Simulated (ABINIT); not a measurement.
Crystal: GaN.

```
Ga N
1.0
     0.00000    2.25350    2.25350
     2.25350    0.00000    2.25350
     2.25350    2.25350    0.00000
Ga N
1 1
Cartesian
  0.0000 0.0000 0.0000
  1.1268 1.1268 1.1268
```

The cell is a database's computed one.

Program: ABINIT 10.8.3 (patched build). Alike in all runs: cell as given; smearing fermi-dirac 0.05 eV.

Order these runs on this cell by their pressure, lowest first.
A. level PBE; potentials or basis PseudoDojo NC FR PBE v0.4 standard; spin SOC, no magnetisation; k mesh 8 × 8 × 8; cutoff (eV) 980
B. level PBEsol; potentials or basis JTH PAW PBE v2.0; spin SOC, no magnetisation; k mesh 10 × 10 × 10; cutoff (eV) 707; fine-grid cutoff 1306.15 eV
C. level rPW86PBE; potentials or basis PseudoDojo NC SR PBE v0.4.1 standard; spin off; k mesh 10 × 10 × 10; cutoff (eV) 1143
D. level LDA-VWN; potentials or basis JTH PAW LDA v2.0; spin SOC, no magnetisation; k mesh 10 × 10 × 10; cutoff (eV) 707; fine-grid cutoff 1306.15 eV
E. level HCTH407; potentials or basis PseudoDojo NC SR PBE v0.4.1 standard; spin off; k mesh 10 × 10 × 10; cutoff (eV) 1143

D (-6.6 GPa), B (-0.5 GPa), A (3.2 GPa), E (6.1 GPa), C (10.8 GPa).

Caveats: the potentials were made for another functional, which shifts forces and pressure (some runs); the PAW data sets were made with another functional, which shifts forces and pressure a little (some runs).

Not every run made on this cell is shown here.
